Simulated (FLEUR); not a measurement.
# ZnS (F-43m) in FLEUR: a series of runs

Runs on ZnS. Level: RPBE. Tasks: band structure, equation of state.

Program: FLEUR MaX-R8.1 (later development tree). These are calculated values, not measurements. Logs are shortened: lines on timing, memory, paths and dates and some standing lists are left out, and cuts for length are marked.

**Measured values to compare with.**

“Electronic, vibrational, and thermodynamic properties of ZnS (zincblende and rocksalt structure)”, 2009, arxiv:0911.5022 quotes, for a bulk crystal of ZnS at 19 K: band gap 3.85 eV (direct).

How close the calculation comes is told below.

### 1 Starting point

Symmetry: F-43m, No. 216, cubic system. Conventional cell: a = 5.404 Å, b = 5.404 Å, c = 5.404 Å, α = 90.00°, β = 90.00°, γ = 90.00°. Zn (site symmetry -43m) is surrounded by 4 S at 2.34 Å. S (site symmetry -43m) is surrounded by 4 Zn at 2.34 Å.

### 2 Band structure, RPBE

The input, inp.xml:

```xml
<?xml version="1.0" encoding="UTF-8" standalone="no"?>
<fleurInput fleurInputVersion="0.39">
   <comment>
      ZnS                                                                                                 
   </comment>
   <calculationSetup>
      <cutoffs Kmax="5.1" Gmax="15.8" GmaxXC="15.8" numbands="0"/>
      <scfLoop itmax="60" minDistance="0.00001" maxIterBroyd="15" imix="Anderson" alpha="0.05" precondParam="0.0" spinf="2.0" sdNocoIR="T"/>
      <coreElectrons ctail="T" frcor="F" kcrel="0" coretail_lmax="0"/>
      <xcFunctional name="Rpbe" relativisticCorrections="F"/>
      <magnetism jspins="1"/>
      <soc l_soc="F" theta="0.0" phi="0.0" spav="F"/>
      <expertModes spex="0" secvar="F"/>
      <geometryOptimization l_f="F" forcealpha="1.0" forcemix="BFGS" epsdisp="0.00001" epsforce="0.00001"/>
      <ldaU l_linMix="F" mixParam="0.05" spinf="1.0"/>
   </calculationSetup>
   <cell>
      <bzIntegration valenceElectrons="26.0" mode="hist" fermiSmearingEnergy="0.00183747">
         <kPointListSelection listName="default-1"/>
         <!-- k-points included here -->
         <xi:include xmlns:xi="http://www.w3.org/2001/XInclude" href="kpts.xml"> </xi:include>
      </bzIntegration>
      <!-- symmetry operations included here -->
      <xi:include xmlns:xi="http://www.w3.org/2001/XInclude" href="sym.xml"> </xi:include>
      <bulkLattice scale="1.0">
         <bravaisMatrix>
[... 30 lines left out ...]
         </electronConfig>
         <energyParameters s="3" p="3" d="3" f="4"/>
         <lo type="SCLO" l="0" n="3" eDeriv="2"/>
         <lo type="SCLO" l="1" n="3" eDeriv="2"/>
         <lo type="SCLO" l="2" n="3" eDeriv="2"/>
         <lo type="SCLO" l="3" n="4" eDeriv="2"/>
      </species>
   </atomSpecies>
   <atomGroups>
      <atomGroup species="Zinc (Zn)">
         <relPos label="                   1">-1.000/4.000 -1.000/4.000 -1.000/4.000</relPos>
         <force calculate="T" relaxXYZ="TTT"/>
      </atomGroup>
      <atomGroup species="Sulfur (S)">
         <relPos label="                   2">.0000000000 .0000000000 .0000000000</relPos>
         <force calculate="T" relaxXYZ="TTT"/>
      </atomGroup>
   </atomGroups>
   <output dos="F" band="F" slice="F">
      <checks vchk="F" cdinf="F"/>
      <bandDOS minEnergy="-.5*Htr" maxEnergy="0.5*Htr" sigma="0.015" storeEVData="T"/>
      <vacuumDOS vacdos="F" integ="F" star="F" nstars="0" locx1="0.0" locy1="0.0" locx2="0.0" locy2="0.0" nstm="0" tworkf="0.0"/>
      <unfoldingBand unfoldBand="F" supercellX="1" supercellY="1" supercellZ="1"/>
      <plotting iplot="0" polar="F">
         <plot TwoD="T" vec1="  1.0  0.0  0.0" vec2="  0.0  1.0  0.0" vec3="  0.0  0.0  1.0" zero="  0.0  0.0  0.0" file="plot"/>
      </plotting>
      <chargeDensitySlicing numkpt="0" minEigenval="0.0" maxEigenval="0.0" nnne="0" pallst="F"/>
      <specialOutput eonly="F"/>
      <moessbauerParams electricFieldGradient="T" isomerShift="T" coreHyperfine="T" valenceHyperfine="T"/>
      <magneticCircularDichroism mcd="F" energyLo="-10.0" energyUp="0.0"/>
   </output>
  <!-- We include the file relax.xml here to enable relaxations (see documentation) -->
  <xi:include xmlns:xi="http://www.w3.org/2001/XInclude" href="relax.xml"> <xi:fallback/> </xi:include>
</fleurInput>
```

The input, crystal.txt:

```
ZnS
&input cartesian=F /
0.0000000000  2.7020000000  2.7020000000
2.7020000000  0.0000000000  2.7020000000
2.7020000000  2.7020000000  0.0000000000
1.8897261246
1.0 1.0 1.0

2
30 0.7500000000  0.7500000000  0.7500000000
16 0.0000000000  0.0000000000  0.0000000000

&kpt div1=9 div2=9 div3=9 gamma=T /
```

The input, inp.xml (bands):

```
<?xml version="1.0" encoding="UTF-8" standalone="no"?>
<fleurInput fleurInputVersion="0.39">
   <comment>
      ZnS                                                                                                 
   </comment>
   <calculationSetup>
      <cutoffs Kmax="5.1" Gmax="15.8" GmaxXC="15.8" numbands="0"/>
      <scfLoop itmax="60" minDistance="0.00001" maxIterBroyd="15" imix="Anderson" alpha="0.05" precondParam="0.0" spinf="2.0" sdNocoIR="T"/>
      <coreElectrons ctail="T" frcor="F" kcrel="0" coretail_lmax="0"/>
      <xcFunctional name="Rpbe" relativisticCorrections="F"/>
      <magnetism jspins="1"/>
      <soc l_soc="F" theta="0.0" phi="0.0" spav="F"/>
      <expertModes spex="0" secvar="F"/>
      <geometryOptimization l_f="F" forcealpha="1.0" forcemix="BFGS" epsdisp="0.00001" epsforce="0.00001"/>
      <ldaU l_linMix="F" mixParam="0.05" spinf="1.0"/>
   </calculationSetup>
   <cell>
      <bzIntegration valenceElectrons="26.0" mode="hist" fermiSmearingEnergy="0.00183747">
         <kPointListSelection listName="path-1"/>
         <!-- k-points included here -->
         <xi:include xmlns:xi="http://www.w3.org/2001/XInclude" href="kpts.xml"> </xi:include>
      </bzIntegration>
      <!-- symmetry operations included here -->
      <xi:include xmlns:xi="http://www.w3.org/2001/XInclude" href="sym.xml"> </xi:include>
      <bulkLattice scale="1.0">
         <bravaisMatrix>
            <row-1>    0.0000000000000000     5.1060399886691998     5.1060399886691998</row-1>
[... 29 lines left out ...]
         </electronConfig>
         <energyParameters s="3" p="3" d="3" f="4"/>
         <lo type="SCLO" l="0" n="3" eDeriv="2"/>
         <lo type="SCLO" l="1" n="3" eDeriv="2"/>
         <lo type="SCLO" l="2" n="3" eDeriv="2"/>
         <lo type="SCLO" l="3" n="4" eDeriv="2"/>
      </species>
   </atomSpecies>
   <atomGroups>
      <atomGroup species="Zinc (Zn)">
         <relPos label="                   1">-1.000/4.000 -1.000/4.000 -1.000/4.000</relPos>
         <force calculate="T" relaxXYZ="TTT"/>
      </atomGroup>
      <atomGroup species="Sulfur (S)">
         <relPos label="                   2">.0000000000 .0000000000 .0000000000</relPos>
         <force calculate="T" relaxXYZ="TTT"/>
      </atomGroup>
   </atomGroups>
   <output dos="F" band="T" slice="F">
      <checks vchk="F" cdinf="F"/>
      <bandDOS minEnergy="-.5*Htr" maxEnergy="0.5*Htr" sigma="0.015" storeEVData="T"/>
      <vacuumDOS vacdos="F" integ="F" star="F" nstars="0" locx1="0.0" locy1="0.0" locx2="0.0" locy2="0.0" nstm="0" tworkf="0.0"/>
      <unfoldingBand unfoldBand="F" supercellX="1" supercellY="1" supercellZ="1"/>
      <plotting iplot="0" polar="F">
         <plot TwoD="T" vec1="  1.0  0.0  0.0" vec2="  0.0  1.0  0.0" vec3="  0.0  0.0  1.0" zero="  0.0  0.0  0.0" file="plot"/>
      </plotting>
      <chargeDensitySlicing numkpt="0" minEigenval="0.0" maxEigenval="0.0" nnne="0" pallst="F"/>
      <specialOutput eonly="F"/>
      <moessbauerParams electricFieldGradient="T" isomerShift="T" coreHyperfine="T" valenceHyperfine="T"/>
      <magneticCircularDichroism mcd="F" energyLo="-10.0" energyUp="0.0"/>
   </output>
  <!-- We include the file relax.xml here to enable relaxations (see documentation) -->
  <xi:include xmlns:xi="http://www.w3.org/2001/XInclude" href="relax.xml"> <xi:fallback/> </xi:include>
</fleurInput>
```

Potentials or basis: all-electron, FLAPW.

The run is started by

```bash
inpgen -f crystal.txt -profile fastHighL
# inp.xml edited to the form shown
fleur_MPI
fleur_MPI   # second run, on inp.xml (bands)
```

Output:

```text
Welcome to FLEUR        (www.flapw.de)
      MaX-Release 8.1          (www.max-centre.eu)

 ========== k-point set info ==========
 Selected k-point list: default-1
 k-point list type: mesh
 9 x 9 x 9
 Number of k points: 35

 ------------Calculation Setup---------------------------
 Number of MPI-tasks      :            1
 Number of PE/node        :            1
 Number of OMP-threads    :            1
 Most efficient MPI parallelization for:
           1           5           7          35
 Additional eigenvalue parallelization possible
 Number of basis functions:          693
 Approximate size of matrices (H+S) per k-point:         0.014 GB
 --------------------------------------------------------
 Iteration:     1   Distance:       9.17216032 me/bohr^3
 Iteration:     2   Distance:       8.06093111 me/bohr^3
 Iteration:     3   Distance:       4.97973593 me/bohr^3
 Iteration:     4   Distance:       2.69702960 me/bohr^3
 Iteration:     5   Distance:       2.56244048 me/bohr^3
 Iteration:     6   Distance:       0.39089242 me/bohr^3
 Iteration:     7   Distance:       0.35388598 me/bohr^3
 Iteration:     8   Distance:       0.04756496 me/bohr^3
 Iteration:     9   Distance:       0.04224499 me/bohr^3
 Iteration:    10   Distance:       0.00823608 me/bohr^3
 Iteration:    11   Distance:       0.00469718 me/bohr^3
 Iteration:    12   Distance:       0.00201720 me/bohr^3
 Iteration:    13   Distance:       0.00032921 me/bohr^3
 Iteration:    14   Distance:       0.00015526 me/bohr^3
 Iteration:    15   Distance:       0.00003167 me/bohr^3
 Iteration:    16   Distance:       0.00002609 me/bohr^3
 Iteration:    17   Distance:       0.00001288 me/bohr^3
 Iteration:    18   Distance:       0.00000335 me/bohr^3

 ********************************************************************
 Run finished successfully
 Stop message:
   all done
 ********************************************************************
```

It took 3.4 min on 1 thread of Arm Neoverse V2, shared host; peak memory 0.07 GiB.

Results:

```yaml
Free_energy: -59748.0071 eV
Band_gap_on_the_k_mesh: 2.48 eV, direct
Band_gap_along_the_path: 2.48 eV, direct
Valence_electrons_inside_the_program's_atomic_spheres: Zn 18.49; S 3.69 (radii Zn 2.18, S 1.92 bohr)
```

Levels at the corners of the path, in eV from the valence-band top:
| point | band 9 | band 10 | band 11 | band 12 | band 13 | band 14 | band 15 | band 16 | band 17 | band 18 |
| --- | --- | --- | --- | --- | --- | --- | --- | --- | --- | --- |
| Γ | -5.58 | -5.58 | 0.00 | 0.00 | 0.00 | 2.48 | 6.54 | 6.54 | 6.54 | 11.67 |
| X | -5.50 | -5.37 | -4.41 | -2.18 | -2.18 | 3.75 | 4.33 | 11.35 | 12.16 | 12.16 |
| W | -5.62 | -5.19 | -4.49 | -2.67 | -2.62 | 5.98 | 6.18 | 8.11 | 8.51 | 12.73 |
| K | -5.54 | -5.24 | -4.51 | -3.00 | -1.77 | 4.43 | 6.18 | 9.66 | 9.90 | 10.95 |
| Γ | -5.58 | -5.58 | 0.00 | 0.00 | 0.00 | 2.48 | 6.54 | 6.54 | 6.54 | 11.67 |
| L | -5.55 | -5.38 | -5.18 | -0.86 | -0.86 | 3.60 | 7.08 | 7.08 | 9.28 | 12.68 |
| U | -5.54 | -5.24 | -4.51 | -3.00 | -1.77 | 4.43 | 6.18 | 9.66 | 9.90 | 10.95 |
| W | -5.62 | -5.19 | -4.49 | -2.67 | -2.62 | 5.98 | 6.18 | 8.11 | 8.51 | 12.73 |
| L | -5.55 | -5.38 | -5.18 | -0.86 | -0.86 | 3.60 | 7.08 | 7.08 | 9.28 | 12.68 |
| K | -5.54 | -5.24 | -4.51 | -3.00 | -1.77 | 4.43 | 6.18 | 9.66 | 9.90 | 10.95 |
| U | -5.54 | -5.24 | -4.51 | -3.00 | -1.77 | 4.43 | 6.18 | 9.66 | 9.90 | 10.95 |
| X | -5.50 | -5.37 | -4.41 | -2.18 | -2.18 | 3.75 | 4.33 | 11.35 | 12.16 | 12.16 |

Core levels (eV from the Fermi level):
```csv
atom,levels
1 Zn,"1s1/2 -9519.6, 2s1/2 -1153.2, 2p1/2 -1014.4, 2p3/2 -990.5"
2 S,"1s1/2 -2398.3, 2s1/2 -204.3, 2p1/2 -149.5, 2p3/2 -148.2"
```

### 3 Equation of state, RPBE, 18.54 Å³/atom (volume scaled by 0.94)

Changes to inp.xml since step 2:

```diff
@@ -6,3 +6,3 @@
    <calculationSetup>
-      <cutoffs Kmax="5.1" Gmax="15.8" GmaxXC="15.8" numbands="0"/>
+      <cutoffs Kmax="5.27" Gmax="16.3" GmaxXC="16.3" numbands="0"/>
       <scfLoop itmax="60" minDistance="0.00001" maxIterBroyd="15" imix="Anderson" alpha="0.05" precondParam="0.0" spinf="2.0" sdNocoIR="T"/>
@@ -24,3 +24,3 @@
       <xi:include xmlns:xi="http://www.w3.org/2001/XInclude" href="sym.xml"> </xi:include>
-      <bulkLattice scale="1.0">
+      <bulkLattice scale="0.9795861087">
          <bravaisMatrix>
@@ -34,3 +34,3 @@
       <species name="Zinc (Zn)" element="Zn" atomicNumber="30">
-         <mtSphere radius="2.18" gridPoints="721" logIncrement="0.017"/>
+         <mtSphere radius="2.11" gridPoints="721" logIncrement="0.017"/>
          <atomicCutoffs lmax="9" lnonsphr="7"/>
@@ -49,3 +49,3 @@
       <species name="Sulfur (S)" element="S" atomicNumber="16">
-         <mtSphere radius="1.92" gridPoints="635" logIncrement="0.018"/>
+         <mtSphere radius="1.86" gridPoints="635" logIncrement="0.018"/>
          <atomicCutoffs lmax="8" lnonsphr="6"/>
```

Potentials or basis: all-electron, FLAPW.

The run is started by

```bash
inpgen -f crystal.txt -profile fastHighL
# inp.xml edited to the form shown
fleur_MPI
```

Wall time 3.2 min (1 thread of Arm Neoverse V2, shared host); peak memory 0.08 GiB.

It converged, with:

| Item | Value |
| --- | --- |
| Free energy | -59747.9058 eV |
| Band gap on the k mesh | 2.75 eV, direct |
| Valence electrons inside the program's atomic spheres | Zn 18.39; S 3.50 (radii Zn 2.11, S 1.86 bohr) |

### 4 Equation of state, RPBE, 18.94 Å³/atom (volume scaled by 0.96)

Changes to inp.xml since step 3:

```diff
@@ -24,3 +24,3 @@
       <xi:include xmlns:xi="http://www.w3.org/2001/XInclude" href="sym.xml"> </xi:include>
-      <bulkLattice scale="0.9795861087">
+      <bulkLattice scale="0.9864848297">
          <bravaisMatrix>
```

The run is started by

```bash
inpgen -f crystal.txt -profile fastHighL
# inp.xml edited to the form shown
fleur_MPI
```

It took 3.5 min on 1 thread of Arm Neoverse V2, shared host; peak memory 0.08 GiB.

It converged, with:

* Free energy: -59747.9489 eV
* Band gap on the k mesh: 2.66 eV, direct
* Valence electrons inside the program's atomic spheres: Zn 18.38; S 3.49 (radii Zn 2.11, S 1.86 bohr)

### 5 Equation of state, RPBE, 19.73 Å³/atom

Changes to inp.xml since step 4:

```diff
@@ -24,3 +24,3 @@
       <xi:include xmlns:xi="http://www.w3.org/2001/XInclude" href="sym.xml"> </xi:include>
-      <bulkLattice scale="0.9864848297">
+      <bulkLattice scale="1.0000000000">
          <bravaisMatrix>
```

The run is started by

```bash
inpgen -f crystal.txt -profile fastHighL
# inp.xml edited to the form shown
fleur_MPI
```

Run time: 3.9 min. Hardware: 1 thread of Arm Neoverse V2, shared host; peak memory 0.08 GiB.

Results (log left out):

```yaml
Free_energy: -59748.0070 eV
Band_gap_on_the_k_mesh: 2.48 eV, direct
Valence_electrons_inside_the_program's_atomic_spheres: Zn 18.34; S 3.47 (radii Zn 2.11, S 1.86 bohr)
```

### 6 Equation of state, RPBE, 20.52 Å³/atom (volume scaled by 1.04)

Changes to inp.xml since step 5:

```diff
@@ -24,3 +24,3 @@
       <xi:include xmlns:xi="http://www.w3.org/2001/XInclude" href="sym.xml"> </xi:include>
-      <bulkLattice scale="1.0000000000">
+      <bulkLattice scale="1.0131594038">
          <bravaisMatrix>
```

Potentials or basis: all-electron, FLAPW.

The run is started by

```bash
inpgen -f crystal.txt -profile fastHighL
# inp.xml edited to the form shown
fleur_MPI
```

It took 4.3 min on 1 thread of Arm Neoverse V2, shared host; peak memory 0.08 GiB.

It converged, with:

```
Free energy                                           : -59748.0334 eV
Band gap on the k mesh                                : 2.31 eV, direct
Valence electrons inside the program's atomic spheres : Zn 18.31; S 3.45 (radii Zn 2.11, S 1.86 bohr)
```

### 7 Equation of state, RPBE, 20.91 Å³/atom (volume scaled by 1.06)

Changes to inp.xml since step 6:

```diff
@@ -24,3 +24,3 @@
       <xi:include xmlns:xi="http://www.w3.org/2001/XInclude" href="sym.xml"> </xi:include>
-      <bulkLattice scale="1.0131594038">
+      <bulkLattice scale="1.0196128224">
          <bravaisMatrix>
```

The run is started by

```bash
inpgen -f crystal.txt -profile fastHighL
# inp.xml edited to the form shown
fleur_MPI
```

Run time: 4.2 min. Hardware: 1 thread of Arm Neoverse V2, shared host; peak memory 0.08 GiB.

It converged, with:

```
Free energy                                           : -59748.0367 eV
Band gap on the k mesh                                : 2.23 eV, direct
Valence electrons inside the program's atomic spheres : Zn 18.30; S 3.45 (radii Zn 2.11, S 1.86 bohr)
```

### 8 Equation of state, RPBE

No new run: the results of the series are fitted here.

Results:

```
Equilibrium volume : 20.93 Å³/atom (rough: see the caveat)
Bulk modulus       : 62 GPa (rough)
```

Energy against volume, from the lowest point:
| volume (Å³/atom) | energy (meV/atom) |
| --- | --- |
| 18.543 | 65.44 |
| 18.938 | 43.89 |
| 19.727 | 14.86 |
| 20.516 | 1.63 |
| 20.910 | 0.00 |

Caveat: the minimum lies outside the volumes run.

### 9 Against experiment

Step 2. Measured gap of ZnS: 3.85 eV (direct; 19 K; quoted in “Electronic, vibrational, and thermodynamic properties of ZnS (zincblende and rocksalt structure)”, 2009, arxiv:0911.5022). This calculation gives 2.48 eV (-1.37 eV). The value is that of RPBE, without temperature or zero-point motion. Semilocal functionals fall short of measured gaps as a rule.
